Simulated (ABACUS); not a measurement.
Wanted: the native input for an ABACUS 3.10.1 run.

| Item | Value |
| --- | --- |
| Task | band structure |
| Functional | PBE |
| Potentials or basis | Ansatz NC PBE |
| Cutoff | 1361 eV |
| Density cutoff | 5442 eV |
| Basis | DZP LCAO (the cutoffs set its grid) |
| Occupations | fermi-dirac, width 0.05 eV |
| Spin | no spin polarisation |
| Orbital files | Pt Pt_confined-atom_7au_3s2p2d1f.orb |
| Radial cutoff of the potentials (pseudo_rcut) | 10 bohr |
| Density | read from an earlier self-consistent run |
| Path | G-X-W-K-G-L-U-W-L-K, U-X |
| Points for each segment of the path | 10 |
| SCF threshold on the density | 1e-07 |
| Max SCF steps | 100 |
| Eigensolver | scalapack_gvx |
| Mixing | broyden |
| Mixing share | 0.7 |
| Symmetry key | -1 |
| Bands | 19 |

Crystal: Pt.

```
Pt
1.0
     0.00000    1.96090    1.96090
     1.96090    0.00000    1.96090
     1.96090    1.96090    0.00000
Pt
1
Direct
  0.00000 0.00000 0.00000
```

One way to write it, as run:

INPUT

```
INPUT_PARAMETERS
suffix              Pt
calculation         nscf
basis_type          lcao
pseudo_dir          ./
orbital_dir         ./
symmetry            -1
dft_functional      pbe
ecutwfc             100.0
pseudo_rcut         10
nspin               1
nbands              19
ks_solver           scalapack_gvx
smearing_method     fd
smearing_sigma      0.00367493
scf_thr             1e-07
scf_nmax            100
mixing_type         broyden
mixing_beta         0.7
init_chg            file
out_band            1
```

STRU

```
ATOMIC_SPECIES
Pt 195.0840 Pt.upf

NUMERICAL_ORBITAL
Pt_confined-atom_7au_3s2p2d1f.orb

LATTICE_CONSTANT
1.8897261246

LATTICE_VECTORS
0.0000000000 1.9609000000 1.9609000000
1.9609000000 0.0000000000 1.9609000000
1.9609000000 1.9609000000 0.0000000000

ATOMIC_POSITIONS
Cartesian

Pt
0.0
1
0.0000000000 0.0000000000 0.0000000000 1 1 1
```

KPT

```
K_POINTS
12
Line
0.00000000 0.00000000 0.00000000 10 // G
0.50000000 0.00000000 0.50000000 10 // X
0.50000000 0.25000000 0.75000000 10 // W
0.37500000 0.37500000 0.75000000 10 // K
0.00000000 0.00000000 0.00000000 10 // G
0.50000000 0.50000000 0.50000000 10 // L
0.62500000 0.25000000 0.62500000 10 // U
0.50000000 0.25000000 0.75000000 10 // W
0.50000000 0.50000000 0.50000000 10 // L
0.37500000 0.37500000 0.75000000 1 // K
0.62500000 0.25000000 0.62500000 10 // U
0.50000000 0.00000000 0.50000000 1 // X
```

Potentials or basis: Ansatz NC PBE, DZP LCAO (the cutoffs set its grid).

Launch:

```sh
$ OMP_NUM_THREADS=1 mpirun -np 4 abacus > log
```

Run time: 1.1 s on 4 MPI ranks on Intel(R) Xeon(R) Platinum 8259CL CPU @ 2.50GHz (Skylake/Cascade Lake), with other jobs on the host, peak memory 0.36 GiB a rank.
